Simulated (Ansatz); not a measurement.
**Copper, fcc: r²SCAN0 after r²SCAN**

Aim: see what exact exchange does to the levels, and what it costs. Spin polarisation is left out. The geometry was relaxed under r²SCAN beforehand and is kept. Exact exchange is dear, so the k-mesh is coarse, and r²SCAN is run on the same mesh for comparison.

Computed with Ansatz 0.2.0 (DFT, plane waves (500 eV) with PBE-made PAW files, scalar-relativistic; functionals as named at each step, unless a step says otherwise).

**1. Starting point**

Symmetry: Fm-3m, No. 225, cubic system. The conventional cell has a = 3.576 Å, b = 3.576 Å, c = 3.576 Å, α = 90.00°, β = 90.00°, γ = 90.00°. Cu (site symmetry m-3m) has 12 Cu at 2.53 Å as nearest neighbours.

As a file:

```cif
data_structure
_symmetry_space_group_name_H-M 'Fm-3m'
_symmetry_Int_Tables_number 225
_cell_length_a 3.5763
_cell_length_b 3.5763
_cell_length_c 3.5763
_cell_angle_alpha 90.000
_cell_angle_beta 90.000
_cell_angle_gamma 90.000
_cell_volume 45.74
loop_
_atom_site_label
_atom_site_type_symbol
_atom_site_symmetry_multiplicity
_atom_site_Wyckoff_symbol
_atom_site_fract_x
_atom_site_fract_y
_atom_site_fract_z
_atom_site_occupancy
Cu1 Cu 4 a 0.00000 0.00000 0.00000 1
```

**2. r²SCAN, coarse mesh**

The run with r²SCAN.

input.yaml reads:

```yaml
crystal:
  lattice:
    - [0.0, 1.7881324398, 1.7881324398]
    - [1.7881324398, 0.0, 1.7881324398]
    - [1.7881324398, 1.7881324398, 0.0]
  atoms:
    - { symbol: Cu, position: [0.0, 0.0, 0.0] }
hamiltonian:
  xc: r2scan
  pseudopotentials:
    kind: paw
    azcp:
      Cu: "pseudopotentials/Cu.paw.azcp"
basis:
  ecutwfc: 500
  fft_grid_basis: typed
kpoints:
  mp_grid: { grid: [8, 8, 8], shift: [0, 0, 0] }
magnetization:
  spin_polarized: false
scf:
  occupations: { method: fermi_dirac, width: 0.1 }
```

Log:

```text
Warning: RAYON_NUM_THREADS=4 ignored (pool sized by the plan → 4); use --threads N
Engine: ansatz 0.2.0, x86_64-unknown-linux-gnu
Pseudopotentials: kind: paw
Pseudopotential: Cu, paw, valence charge 19, recommended cutoff 500 eV (meta_gga), <dir>
Functional definition: r2SCAN
  parameter k0 = 0.174
  parameter k1 = 0.065
  parameter a1 = 4.9479
  exchange = r2scan_x(k0 = k0, k1 = k1, a1 = a1)
  correlation = r2scan_c
Crystal: 1 atoms, lattice volume = 11.435 Å³
Basis set: ecut = 500 eV, 283 PW (Γ), exchange–correlation on 80×80×80 points (64 copies of the dense FFT grid, shifted against one another)
Bands: 14, of which v1, the nominal top of the filled ones, is band 10 counted from 1 (9 counted from 0)
Symmetry: 48 space group operations
Space group: Fm-3m (ITA 225), of the structure as read, at distance tolerance 2.3e-5 Å
k-points: 29 of 512
Non-local potential: Cu, projectors of the file, l = 0: 3, l = 1: 2, l = 2: 3, l = 3: 1
PAW form: soft (Blöchl's): semilocal exchange-correlation on the pseudo side does not see the compensation charge
PAW frozen core: Cu, regenerated for the run's functional (the file was generated under x = pbe(κ = 0.804, μ = 0.2195149727645171), c = pbe(β = 0.06672455060314922))
PAW one-centre angular grid: Cu, 590 points (default); XC on 160 Gauss nodes
Initial density: superposition of atomic densities (neutral atoms: chi_scale 0, normalization atom), corrected by the library's trained network
Initial wavefunctions: pseudopotential atomic-orbital guess
Functional: x = r2scan, c = r2scan; τ floored in thin density (d = 2e-4 eV/Å³)
SCF iter   1: F=—  HF=-6631.231018 eV  |F-HF|=—  |Δ(HF+E_count)|=         —  Δρ=4.06e-2  dr2=1.03e-1  dr2_τ=7.60e-4  ethr=1.77e-3  ⟨swp⟩=5.1  Hψ=2018  notcnv=0
preconditioner: auto → none  [insulator: Δε(μ)=0.307 eV  Ē_g=18.398 eV  σ=0.100 eV  W_gap=0.64  n_scr=0 (ndim 8)  ℏωp=36.4 eV  f_vac=0.000  D(μ)=0.50/eV (n_scr^D=0)  ε∞_Penn≈4.9]
SCF iter   2: F=—  HF=-6631.243244 eV  |F-HF|=—  |Δ(HF+E_count)|=   1.22e-2  Δρ=4.03e-2  dr2=9.99e-2  dr2_τ=1.12e-3  ethr=5.41e-4  ⟨swp⟩=2.8  Hψ=965  notcnv=0  defer=4
SCF iter   3: F=—  HF=-6631.212490 eV  |F-HF|=—  |Δ(HF+E_count)|=   3.08e-2  Δρ=3.72e-3  dr2=9.08e-4  dr2_τ=6.26e-6  ethr=5.26e-4  ⟨swp⟩=2.2  Hψ=703  notcnv=0  defer=4
SCF iter   4: F=—  HF=-6631.212461 eV  |F-HF|=—  |Δ(HF+E_count)|=   2.86e-5  Δρ=7.03e-4  dr2=4.30e-5  dr2_τ=1.03e-6  ethr=4.78e-6  ⟨swp⟩=2.0  Hψ=563  notcnv=0  defer=4
SCF iter   5: F=—  HF=-6631.212456 eV  |F-HF|=—  |Δ(HF+E_count)|=   5.36e-6  Δρ=1.68e-4  dr2=2.43e-6  dr2_τ=2.84e-8  ethr=2.26e-7  ⟨swp⟩=1.7  Hψ=482  notcnv=0  defer=4
SCF iter   6: F=—  HF=-6631.212459 eV  |F-HF|=—  |Δ(HF+E_count)|=   3.77e-6  Δρ=3.91e-5  dr2=1.05e-7  dr2_τ=1.04e-9  ethr=1.28e-8  ⟨swp⟩=2.0  Hψ=570  notcnv=0  defer=4
SCF iter   7: F=-6631.212459 eV  HF=-6631.212459 eV  |F-HF|=2.80e-10  |Δ(HF+E_count)|=   1.59e-8  Δρ=2.98e-6  dr2=4.13e-10  dr2_τ=1.49e-11  ethr=5.26e-10  ⟨swp⟩=2.2  Hψ=819  notcnv=0
SCF 1 converged in 7 iterations: F = -6631.212459 eV  dr2 = 4.13e-10
SCF converged after 7 iterations
Free energy (F): -6631.212459 eV
Harris-Foulkes:  -6631.212459 eV  (|F-HF|=2.80e-10)
Internal energy: -6631.193184 eV  (E = F + TS)
E sigma→0 (E₀):  -6631.202822 eV
Entropy (-TS):   -0.019275 eV (-19.275 meV/atom)
Fermi energy:    17.229424 eV
--- Per-component energies (eV) ---
  E_band       = -374.606595
  E_kinetic    = 300.031267
  E_local      = -4001.087374  (includes V_loc(G=0)·N_el)
  E_nonlocal   = 395.307637
  E_hartree    = 1768.983719
  E_xc         = -83.941939
  E_vxc        = -124.888730  (∫ρ·V_xc dr)
  E_paw        = -1678.027404  (= ΣΔE_a)
  E_vpaw       = -490.931616  (= ΣTr[D̂ρ^β])
  E_aug_tail   = 0.000154  (compensation charges beyond the density's cutoff)
  E_vtau       = 8.992987  (kinetic-family band-sum trace: ∫τ·v_τ [+ j·A + Jᵃ·Aᵃ] dr)
  E_ewald      = -3332.158135
  E_core_change = -0.301108  (= ΣΔE_core)
  E_smearing   = -0.019275  (= −TS)
  E_closure    = 0.000000  (closes the sum)
  Σ components = -6631.212459   (vs F -6631.212459, Δ=0.00e0)
```

Run time: 0.64 s. Hardware: 4 threads of an x86-64 CPU, shared host; peak memory 0.41 GiB.

**3. r²SCAN0 on the coarse mesh**

The run with r²SCAN0.

input.yaml: that of step 2 with these lines changed.

```diff
@@ -8,3 +8,3 @@
 hamiltonian:
-  xc: r2scan
+  xc: r2scan0
   pseudopotentials:
```

Log:

```text
Warning: RAYON_NUM_THREADS=4 ignored (pool sized by the plan → 4); use --threads N
Engine: ansatz 0.2.0, x86_64-unknown-linux-gnu
Pseudopotentials: kind: paw
Pseudopotential: Cu, paw, valence charge 19, recommended cutoff 500 eV (meta_gga), <dir>
Functional definition: r2SCAN0
  parameter a = 0.25
  parameter k0 = 0.174
  parameter k1 = 0.065
  parameter a1 = 4.9479
  exchange = (1 - a)*r2scan_x(k0 = k0, k1 = k1, a1 = a1) + a*exact_x
  correlation = r2scan_c
Crystal: 1 atoms, lattice volume = 11.435 Å³
Basis set: ecut = 500 eV, 283 PW (Γ), exchange–correlation on 80×80×80 points (64 copies of the dense FFT grid, shifted against one another)
Bands: 14, of which v1, the nominal top of the filled ones, is band 10 counted from 1 (9 counted from 0)
Symmetry: 48 space group operations
Space group: Fm-3m (ITA 225), of the structure as read, at distance tolerance 2.3e-5 Å
k-points: 29 of 512
Non-local potential: Cu, projectors of the file, l = 0: 3, l = 1: 2, l = 2: 3, l = 3: 1
PAW form: soft (Blöchl's): semilocal exchange-correlation on the pseudo side does not see the compensation charge
PAW frozen core: Cu, regenerated for the run's functional, and the local potential with it (the file was generated under x = pbe(κ = 0.804, μ = 0.2195149727645171), c = pbe(β = 0.06672455060314922))
PAW one-centre angular grid: Cu, 590 points (default); XC on 160 Gauss nodes
Initial density: superposition of atomic densities (neutral atoms: chi_scale 0, normalization atom), corrected by the library's trained network
Initial wavefunctions: pseudopotential atomic-orbital guess
Functional: x = r2scan, c = r2scan; τ floored in thin density (d = 2e-4 eV/Å³), warm-up for x = 0.75 r2scan + 0.25 exact, c = r2scan; τ floored in thin density (d = 2e-4 eV/Å³)
SCF iter   1: F=—  HF=-6631.230883 eV  |F-HF|=—  |Δ(HF+E_count)|=         —  Δρ=3.99e-2  dr2=9.96e-2  dr2_τ=7.41e-4  ethr=1.77e-3  ⟨swp⟩=7.5  Hψ=1845  notcnv=0
preconditioner: auto → none  [insulator: Δε(μ)=0.306 eV  Ē_g=18.397 eV  σ=0.100 eV  W_gap=0.64  n_scr=0 (ndim 8)  ℏωp=36.4 eV  f_vac=0.000  D(μ)=0.50/eV (n_scr^D=0)]
SCF iter   2: F=—  HF=-6631.242693 eV  |F-HF|=—  |Δ(HF+E_count)|=   1.18e-2  Δρ=3.93e-2  dr2=9.50e-2  dr2_τ=1.09e-3  ethr=5.24e-4  ⟨swp⟩=3.6  Hψ=1114  notcnv=0
iter 3 solved again at ethr=4.37e-6 eV; its pass at ethr=5.00e-4 eV (dr2=8.29e-4 eV) is discarded
SCF iter   3: F=—  HF=-6631.213165 eV  |F-HF|=—  |Δ(HF+E_count)|=   2.95e-2  Δρ=4.19e-3  dr2=1.14e-3  dr2_τ=7.09e-6  ethr=4.37e-6  ⟨swp⟩=3.6  Hψ=1712  notcnv=0
eigensolver tolerance schedule calibrated: the retry pair's looser diagonalisation under-reported the residual by θ = 0.27 (0.13/decade); ethr = c·dr2/N_el runs at the constant in force after the calibration composes with the one it found (an armed cap, an earlier calibration), c = 5.8e-2
SCF iter   4: F=—  HF=-6631.213093 eV  |F-HF|=—  |Δ(HF+E_count)|=   7.13e-5  Δρ=4.63e-4  dr2=1.86e-5  dr2_τ=2.41e-7  ethr=3.46e-6  ⟨swp⟩=2.7  Hψ=707  notcnv=0
SCF iter   5: F=—  HF=-6631.213099 eV  |F-HF|=—  |Δ(HF+E_count)|=   5.89e-6  Δρ=1.67e-4  dr2=2.47e-6  dr2_τ=3.52e-8  ethr=5.66e-8  ⟨swp⟩=3.4  Hψ=825  notcnv=0
SCF iter   6: F=—  HF=-6631.213103 eV  |F-HF|=—  |Δ(HF+E_count)|=   3.85e-6  Δρ=1.08e-4  dr2=6.77e-7  dr2_τ=1.57e-8  ethr=7.54e-9  ⟨swp⟩=4.0  Hψ=1045  notcnv=0
SCF iter   7: F=—  HF=-6631.213103 eV  |F-HF|=—  |Δ(HF+E_count)|=   4.12e-7  Δρ=3.94e-5  dr2=8.72e-8  dr2_τ=1.41e-9  ethr=2.06e-9  ⟨swp⟩=3.0  Hψ=837  notcnv=0
SCF iter   8: F=—  HF=-6631.213103 eV  |F-HF|=—  |Δ(HF+E_count)|=   7.17e-8  Δρ=1.36e-5  dr2=1.09e-8  dr2_τ=1.06e-10  ethr=2.66e-10  ⟨swp⟩=3.7  Hψ=934  notcnv=0
SCF iter   9: F=-6631.213103 eV  HF=-6631.213103 eV  |F-HF|=5.10e-10  |Δ(HF+E_count)|=   6.14e-9  Δρ=2.00e-6  dr2=2.45e-10  dr2_τ=2.43e-12  ethr=3.31e-11  ⟨swp⟩=3.6  Hψ=887  notcnv=0
SCF 1 converged in 9 iterations: F = -6631.213103 eV  dr2 = 2.45e-10
Initial density: handed on by an earlier stage of this run
Initial wavefunctions: those handed on with the density
Functional: x = 0.75 r2scan + 0.25 exact, c = r2scan; τ floored in thin density (d = 2e-4 eV/Å³)
Frozen-core exchange: fock
iter 1 solved again at ethr=7.03e-4 eV; its pass at ethr=1.00e-1 eV (dr2=2.31e-1 eV) is discarded
SCF iter   1: F=—  HF=-6628.996697 eV  |F-HF|=—  |Δ(HF+E_count)|=         —  Δρ=6.05e-2  dr2=2.55e-1  dr2_τ=5.78e-4  ethr=7.03e-4  ⟨swp⟩=2.3  Hψ=1636  notcnv=0
preconditioner: auto → none  [insulator: Δε(μ)=0.760 eV  Ē_g=21.663 eV  σ=0.100 eV  W_gap=0.85  n_scr=0 (ndim 8)  ℏωp=36.4 eV  f_vac=0.000  D(μ)=0.24/eV (n_scr^D=0)]
SCF iter   2: F=—  HF=-6628.993336 eV  |F-HF|=—  |Δ(HF+E_count)|=   3.36e-3  Δρ=2.87e-2  dr2=4.52e-2  dr2_τ=2.06e-3  ethr=7.03e-4  ⟨swp⟩=4.0  Hψ=1213  notcnv=0
SCF iter   3: F=—  HF=-6628.962247 eV  |F-HF|=—  |Δ(HF+E_count)|=   3.11e-2  Δρ=1.18e-2  dr2=1.10e-2  dr2_τ=3.27e-5  ethr=1.34e-4  ⟨swp⟩=4.0  Hψ=1212  notcnv=0
SCF iter   4: F=—  HF=-6628.960775 eV  |F-HF|=—  |Δ(HF+E_count)|=   1.47e-3  Δρ=1.59e-3  dr2=2.08e-4  dr2_τ=4.65e-6  ethr=3.11e-5  ⟨swp⟩=2.8  Hψ=775  notcnv=0
SCF iter   5: F=-6628.960872 eV  HF=-6628.960872 eV  |F-HF|=4.08e-7  |Δ(HF+E_count)|=   9.63e-5  Δρ=3.21e-4  dr2=6.78e-6  dr2_τ=4.03e-7  ethr=5.65e-7  ⟨swp⟩=4.0  Hψ=1064  notcnv=0
SCF 2 stopped early in 5 iterations: F = -6628.960872 eV  dr2 = 6.78e-6
hybrid outer 1: dexx = +2.075e-2 eV, tail = 1.29e-4 eV
Frozen-core exchange: fock
SCF iter   1: F=—  HF=-6628.961459 eV  |F-HF|=—  |Δ(HF+E_count)|=         —  Δρ=1.62e-4  dr2=2.75e-6  dr2_τ=2.32e-7  ethr=3.39e-6  ⟨swp⟩=3.1  Hψ=917  notcnv=0
preconditioner: auto → none  [insulator: Δε(μ)=0.815 eV  Ē_g=21.279 eV  σ=0.100 eV  W_gap=0.85  n_scr=0 (ndim 8)  ℏωp=36.4 eV  f_vac=0.000  D(μ)=0.24/eV (n_scr^D=0)]
iter 2 solved again at ethr=1.19e-9 eV; its pass at ethr=1.24e-8 eV (dr2=2.27e-7 eV) is discarded
SCF iter   2: F=—  HF=-6628.961462 eV  |F-HF|=—  |Δ(HF+E_count)|=   2.60e-6  Δρ=6.37e-5  dr2=2.39e-7  dr2_τ=4.05e-8  ethr=1.19e-9  ⟨swp⟩=2.4  Hψ=1746  notcnv=0  defer=2
SCF iter   3: F=-6628.961462 eV  HF=-6628.961462 eV  |F-HF|=1.41e-8  |Δ(HF+E_count)|=   1.29e-7  Δρ=2.02e-5  dr2=2.20e-8  dr2_τ=6.98e-10  ethr=1.19e-9  ⟨swp⟩=2.7  Hψ=722  notcnv=0
SCF 3 converged in 3 iterations: F = -6628.961462 eV  dr2 = 2.20e-8
hybrid outer 2: dexx = +2.085e-6 eV, tail = 1.54e-7 eV, Δε = 1.15e-2 eV (about 6.48e-4 eV left of the loop's levels)
hybrid SCF converged: 2 outer / 8 inner (+9 warm-up), last move |dexx| = 2.09e-6 eV, tail = 1.54e-7 eV
Stability not checked: this state was not tested for a lower state beside it, because the functional holds exact exchange (a hybrid, or Hartree-Fock), whose exchange loop this test does not read (fock_operator; see scf.lower_state_search)
Free energy (F): -6628.961463 eV
Frozen-core exchange: fock
Harris-Foulkes:  -6628.961463 eV  (|F-HF|=1.41e-8)
Internal energy: -6628.953369 eV  (E = F + TS)
E sigma→0 (E₀):  -6628.957416 eV
Entropy (-TS):   -0.008094 eV (-8.094 meV/atom)
Fermi energy:    16.594855 eV
--- Per-component energies (eV) ---
  E_band       = -431.708758
  E_kinetic    = 301.308731
  E_local      = -4024.754298  (includes V_loc(G=0)·N_el)
  E_nonlocal   = 406.383601
  E_hartree    = 1789.538821
  E_xc         = -64.705199
  E_vxc        = -94.947164  (∫ρ·V_xc dr)
  E_exx        = -117.034216  (= α·E_x^exact, valence–valence)
  E_paw        = -1587.093858  (= ΣΔE_a)
  E_vpaw       = -371.019512  (= ΣTr[D̂ρ^β])
  E_aug_tail   = 0.000155  (compensation charges beyond the density's cutoff)
  E_vtau       = 6.313790  (kinetic-family band-sum trace: ∫τ·v_τ [+ j·A + Jᵃ·Aᵃ] dr)
  E_ewald      = -3332.158135
  E_core_change = -0.438970  (= ΣΔE_core)
  E_smearing   = -0.008094  (= −TS)
  E_closure    = 0.000000  (closes the sum)
  Σ components = -6628.961463   (vs F -6628.961463, Δ=0.00e0)
--- Band table (eV; the first three rows and the last of 29) ---
  k-point 0: bands = ["-104.6298", "-59.2577", "-59.2577", "-59.2577", "5.7701", "11.9774", "11.9774", "11.9774", "12.8450", "12.8450", "41.9608", "45.4180"]
  k-point 1: bands = ["-104.6272", "-59.2792", "-59.2615", "-59.2615", "6.4248", "11.8601", "12.0861", "12.0861", "12.8178", "12.8178", "38.5024", "42.8312"]
  k-point 2: bands = ["-104.6204", "-59.3298", "-59.2702", "-59.2702", "8.2069", "11.8059", "12.1353", "12.1353", "12.9976", "12.9976", "31.7905", "41.9307"]
  k-point 28: bands = ["-104.6047", "-59.3575", "-59.3575", "-59.3179", "10.6918", "11.4807", "11.4807", "12.8566", "13.8508", "24.8251", "24.8251", "26.9448"]
  guard bands above this table: 2 of the run's 14 bands. The solve was not asked for them (output.publish_guard_bands: true or output.eigenvalues: true publishes all)
```

Run time: 5.1 s. Hardware: 4 threads of an x86-64 CPU, shared host; peak memory 1.1 GiB.

**4. Side by side**

| functional | gap on the mesh | Fermi energy (eV) | SCF cycles | exchange loops | CPU time |
| --- | --- | --- | --- | --- | --- |
| r²SCAN | none (levels filled in part) | 17.229 | 7 | - | 1.3 s |
| r²SCAN0 | none (levels filled in part) | 16.595 | 17 | 2 | 15 s |

**5. Outcome**

| quantity | value |
| --- | --- |
| r²SCAN: gap | none (levels filled in part) |
| r²SCAN0: gap | none (levels filled in part) |
| r²SCAN0: SCF cycles, exchange loops | 17, 2 |
| r²SCAN0: CPU time over that of r²SCAN | 12 |

**Reading.** Both r²SCAN and r²SCAN0 leave levels filled in part. r²SCAN0 cost 12 times the CPU time of r²SCAN. The exchange operator of r²SCAN0 was renewed in 2 outer loops. The cell taken over is 3 % smaller than the measured one (11.81 Å³/atom, COD). Absolute energies differ from functional to functional, by eV per atom at times, and say nothing by themselves.
